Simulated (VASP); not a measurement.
Ba: work function with LDA

Slab: Ba, a slab with vacuum.

```
CELL_PARAMETERS angstrom
4.57168 0.00000 0.00000
0.00000 6.46533 0.00000
0.00000 0.00000 24.14336
ATOMIC_POSITIONS crystal
Ba 0.50000 0.50000 0.31064
Ba 0.00000 0.00000 0.40532
Ba 0.50000 0.50000 0.50000
Ba 0.00000 0.00000 0.59468
Ba 0.50000 0.50000 0.68936
```

The slab is cut from a database's or a generator's crystal, which needn't be the stable form of the element.

| Item | Value |
| --- | --- |
| Program | VASP 6.6.1 |
| Task | work function |
| Functional | LDA |
| Potentials or basis | VASP PAW LDA potentials, release 64 (Ba_sv) |
| Cutoff | 520 eV |
| k mesh | 5 × 3 × 1 |
| Occupations | fermi-dirac, width 0.05 eV |
| Spin | no spin polarisation |
| Dipole correction | yes |
| Further INCAR settings | ALGO = Normal; EDIFF = 1e-06 |

```json
{
 "Largest force": "0.253 eV/Å",
 "Band gap on the k mesh": "none (metal or under the smearing width)",
 "Work function of the upper face": "2.54 eV",
 "Work function of the lower face": "2.54 eV"
}
```

Forces on the atoms (eV/Å):
```
Ba   0.000  0.000  0.253
Ba   0.000  0.000  0.053
Ba   0.000  0.000  0.000
Ba   0.000  0.000 -0.053
Ba   0.000  0.000 -0.253
```

Levels at points of the mesh, in eV from the Fermi level:
| k point | band 23 | band 24 | band 25 | band 26 | band 27 | band 28 |
| --- | --- | --- | --- | --- | --- | --- |
| (0.00, 0.00, 0.00) | -1.04 | -0.53 | -0.29 | -0.05 | 0.01 | 0.59 |

It took 4.1 min on 1 thread of Intel(R) Xeon(R) Platinum 8488C (Sapphire Rapids), on a shared host, peak memory 0.47 GiB.

Spin-orbit coupling is left out, which matters for the levels of Ba.
